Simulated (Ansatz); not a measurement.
Born–Oppenheimer molecular dynamics of a periodic cell of 24 atoms, SnO2 (start crystal SnO2, start structure P4_2/mnm, volume 1.1 times the crystal's). It starts from an unrelaxed structure (largest force component 0.21 eV/Å).

Theory: DFT PBEsol, scalar-relativistic, plane waves, PAW in Ansatz 0.2.0. Settings: accuracy low, PAW set soft_1, cutoff 420 eV, k mesh 3x3x3, fermi-dirac smearing 0.17 eV, no spin polarisation.

| Property | Result |
| --- | --- |
| ensemble | NVT, Langevin thermostat |
| time step | 1 fs |
| steps asked | 110 |
| set temperature | 2000 K |
| friction | 0.02 /fs |
| seed | 86106 |

First frame:

```xyz
24
Lattice="-4.8903 -4.8903 0.0000 4.8903 -4.8903 0.0000 0.0000 0.0000 6.5785" Properties=species:S:1:pos:R:3
Sn 0.000 -4.890 0.000
Sn 2.445 -2.445 1.645
O 1.495 -3.396 0.000
O 0.951 -0.951 1.645
O -1.495 -6.385 0.000
O 3.940 -3.940 1.645
Sn 0.000 -4.890 3.289
Sn 2.445 -2.445 4.934
O 1.495 -3.396 3.289
O 0.951 -0.951 4.934
O -1.495 -6.385 3.289
O 3.940 -3.940 4.934
Sn 0.000 0.000 0.000
Sn -2.445 -2.445 1.645
O -3.396 -3.396 0.000
O 0.951 -5.841 1.645
O -1.495 -1.495 0.000
O -0.951 -3.940 1.645
Sn 0.000 0.000 3.289
Sn -2.445 -2.445 4.934
O -3.396 -3.396 3.289
O 0.951 -5.841 4.934
O -1.495 -1.495 3.289
O -0.951 -3.940 4.934
```

What does the run give?

The run went to its last step.

| Item | Value |
| --- | --- |
| steps done | 110 |
| time covered | 110 fs |
| mean temperature over the second half | 1673 K |
| spread of the potential energy over the second half | 27.9 meV per atom |
| mean potential energy of the second half above the start | 206.5 meV per atom |

The mean temperature of the second half is 16 % below the set value. A run of 0.11 ps of so small a system gives no equilibrium averages. Limits of this set-up: PAW files made for another functional, low accuracy level.

What happens to the structure?

Mean squared displacements from the first frame to the last, about the centre of mass: Sn 0.05 Å², O 0.09 Å². The details hang on the random start.

How do temperature and energy run in time?


```json
{"time (fs)": "0", "T (K)": "1917", "potential energy less start (eV)": "0.000"}
{"time (fs)": "3", "T (K)": "1853", "potential energy less start (eV)": "0.230"}
{"time (fs)": "6", "T (K)": "1620", "potential energy less start (eV)": "0.877"}
{"time (fs)": "9", "T (K)": "1460", "potential energy less start (eV)": "1.662"}
{"time (fs)": "12", "T (K)": "1419", "potential energy less start (eV)": "2.388"}
{"time (fs)": "15", "T (K)": "1326", "potential energy less start (eV)": "2.959"}
{"time (fs)": "18", "T (K)": "1150", "potential energy less start (eV)": "3.294"}
{"time (fs)": "21", "T (K)": "1363", "potential energy less start (eV)": "3.568"}
{"time (fs)": "24", "T (K)": "1473", "potential energy less start (eV)": "3.867"}
{"time (fs)": "27", "T (K)": "1404", "potential energy less start (eV)": "4.156"}
{"time (fs)": "30", "T (K)": "1464", "potential energy less start (eV)": "4.399"}
{"time (fs)": "33", "T (K)": "1440", "potential energy less start (eV)": "4.560"}
{"time (fs)": "36", "T (K)": "1370", "potential energy less start (eV)": "4.739"}
{"time (fs)": "39", "T (K)": "1467", "potential energy less start (eV)": "5.008"}
{"time (fs)": "42", "T (K)": "1394", "potential energy less start (eV)": "5.279"}
{"time (fs)": "45", "T (K)": "1440", "potential energy less start (eV)": "5.456"}
{"time (fs)": "48", "T (K)": "1173", "potential energy less start (eV)": "5.552"}
{"time (fs)": "51", "T (K)": "1256", "potential energy less start (eV)": "5.461"}
{"time (fs)": "54", "T (K)": "1468", "potential energy less start (eV)": "5.161"}
{"time (fs)": "57", "T (K)": "1702", "potential energy less start (eV)": "4.820"}
{"time (fs)": "60", "T (K)": "1848", "potential energy less start (eV)": "4.517"}
{"time (fs)": "63", "T (K)": "1719", "potential energy less start (eV)": "4.312"}
{"time (fs)": "66", "T (K)": "1508", "potential energy less start (eV)": "4.247"}
{"time (fs)": "69", "T (K)": "1528", "potential energy less start (eV)": "4.248"}
{"time (fs)": "72", "T (K)": "1454", "potential energy less start (eV)": "4.308"}
{"time (fs)": "75", "T (K)": "1533", "potential energy less start (eV)": "4.479"}
{"time (fs)": "78", "T (K)": "1645", "potential energy less start (eV)": "4.510"}
{"time (fs)": "81", "T (K)": "1816", "potential energy less start (eV)": "4.527"}
{"time (fs)": "84", "T (K)": "1865", "potential energy less start (eV)": "4.655"}
{"time (fs)": "87", "T (K)": "1670", "potential energy less start (eV)": "4.799"}
{"time (fs)": "90", "T (K)": "1675", "potential energy less start (eV)": "4.909"}
{"time (fs)": "93", "T (K)": "1583", "potential energy less start (eV)": "5.049"}
{"time (fs)": "96", "T (K)": "1768", "potential energy less start (eV)": "5.284"}
{"time (fs)": "99", "T (K)": "1743", "potential energy less start (eV)": "5.550"}
{"time (fs)": "102", "T (K)": "1616", "potential energy less start (eV)": "5.947"}
{"time (fs)": "105", "T (K)": "1730", "potential energy less start (eV)": "6.176"}
{"time (fs)": "108", "T (K)": "1687", "potential energy less start (eV)": "6.330"}
```

Time of the run: 24 min on 4 threads of Intel(R) Xeon(R) Platinum 8175M CPU @ 2.50GHz (Skylake/Cascade Lake), on a shared host, peak memory 1.8 GiB.
